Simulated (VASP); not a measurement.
A run of VASP 6.6.1 is set up as follows.

Contents of INCAR:

```
SYSTEM = ZnO
  PREC = Accurate
  ENCUT = 750
  EDIFF = 1E-8
  ISMEAR = 0
  SIGMA = 0.02
  LREAL = .FALSE.
  LASPH = .TRUE.
  NELM = 100
  ALGO = Normal
  ISIF = 2
  LWAVE = .FALSE.
  LCHARG = .FALSE.
  LNONCOLLINEAR = .TRUE.
  MAGMOM = 0 0 0 0 0 0 0 0 0 0 0 0
  LORBIT = 11
  LSORBIT = .TRUE.
  GGA_COMPAT = .FALSE.
  GGA = PE
  NBANDS = 52
```

File KPOINTS:

```
Automatic mesh
0
G
  8 8 5
  0 0 0
```

File POSCAR:

```
ZnO
1.0
    3.2493080000      0.0000000000      0.0000000000
   -1.6246540000      2.8139832727      0.0000000000
    0.0000000000      0.0000000000      5.2057090000
Zn O
2 2
Direct
    0.6666666667      0.3333333333      0.0000000000
    0.3333333333      0.6666666667      0.5000000000
    0.3333333333      0.6666666667      0.8790100000
    0.6666666667      0.3333333333      0.3790100000
```

Potentials or basis: VASP PAW PBE potentials, release 64 (Zn, O).

Launch:

```bash
$ cat potpaw_PBE.64/Zn/POTCAR potpaw_PBE.64/O/POTCAR > POTCAR
$ mpirun -np 1 vasp_ncl > vasp.out
```

Problem. Estimate the pressure.

Solution. 5.9 GPa.

Problem. Estimate the largest force.

Solution. 0.074 eV/Å.

Stress tensor (GPa, compression positive):
```
5.28 0.00 0.00
0.00 5.28 0.00
0.00 0.00 7.03
```
